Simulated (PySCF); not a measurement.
**Computed NMR parameters against published values**

Mapped SMILES: `[CH:1]#[C:2][c:3]1[cH:4][cH:5][cH:6][cH:7][cH:8]1` (H(Xn): hydrogen on atom n).

Method: shieldings: GIAO HF/pcSseg-1, coordinates at the PBE0-D3(BJ)/def2-SVP level, B3LYP/pcJ-1 coupling constants (without the spin–dipole term), in PySCF 2.14 (in vacuum, non-relativistic, fast rotation and ring inversion assumed for equivalent nuclei, a single conformation).

Reference values: estimated from measurements, as parent shift plus tabulated substituent increment (solution, not stated per compound (mostly CDCl3 or CCl4); Pretsch, Buehlmann, Badertscher, Structure Determination of Organic Compounds, 4th ed. (2009)).
```csv
atoms,quantity,reference,computed,"computed, scaled"
C4/C8,δ ¹³C,132.1,142.9,134.9
C6,δ ¹³C,128.2,137.4,129.8
C5/C7,δ ¹³C,128.1,134.7,127.3
H(C4)/H(C8),δ ¹H,7.50,7.84,–
H(C5)/H(C7),δ ¹H,7.33,7.48,–
H(C6),δ ¹H,7.33,7.55,–
```

Computed shifts are σ(ref) − σ with the named reference compound (TMS for H and C) calculated as an isolated molecule at the same level. The measured values may be among those fitted. Empirical linear scaling, fitted to shifts measured mostly in CDCl3 for H and C (δ vs TMS): ¹³C (scatter 2.1 ppm rms, 3.7 ppm with the 4 outliers that the fit left out). A few per cent of atoms miss by over 2 rms, more outside the fitted compound classes.

Coupling constants in Hz (some tables give magnitudes without signs):
| coupling | reference | computed | source |
| --- | --- | --- | --- |
| ³J(H(C4),H(C5)) | 7.8 | 8.7 | measured; solution (compiled); Pretsch, Buehlmann, Badertscher, Structure Determination of Organic Compounds, 4th ed., Springer 2009 |
| ⁴J(H(C4),H(C6)) | 1.3 | 0.9 | measured; solution (compiled); Pretsch, Buehlmann, Badertscher, Structure Determination of Organic Compounds, 4th ed., Springer 2009 |
| ⁵J(H(C4),H(C7)) | 0.6 | 0.6 | measured; solution (compiled); Pretsch, Buehlmann, Badertscher, Structure Determination of Organic Compounds, 4th ed., Springer 2009 |
| ⁴J(H(C4),H(C8)) | 1.7 | 1.5 | measured; solution (compiled); Pretsch, Buehlmann, Badertscher, Structure Determination of Organic Compounds, 4th ed., Springer 2009 |
| ³J(H(C5),H(C6)) | 7.6 | 8.4 | measured; solution (compiled); Pretsch, Buehlmann, Badertscher, Structure Determination of Organic Compounds, 4th ed., Springer 2009 |
| ⁴J(H(C5),H(C7)) | 1.3 | 1.0 | measured; solution (compiled); Pretsch, Buehlmann, Badertscher, Structure Determination of Organic Compounds, 4th ed., Springer 2009 |
| ¹J(C1,H(C1)) | 251.0 | 275.0 | measured; liquid or solution (compiled); San Fabian, Garcia de la Vega, Suardiaz et al., Magn. Reson. Chem. 2013, 51, 775 (SI) |

Q: How far are the unscaled ¹³C shifts from the references?

A: Mean signed difference +8.87 ppm, mean absolute 8.87 ppm over 3 comparisons; the largest is +10.8 ppm at C4/C8 (aromatic CH).

Q: How far are the unscaled ¹H shifts from the references?

A: Mean signed difference +0.24 ppm, mean absolute 0.24 ppm over 3 comparisons; the largest is +0.34 ppm at H(C4)/H(C8) (hydrogen on an aromatic CH).

Unscaled 3J(H,H) at this level run about 10 % above measured values.
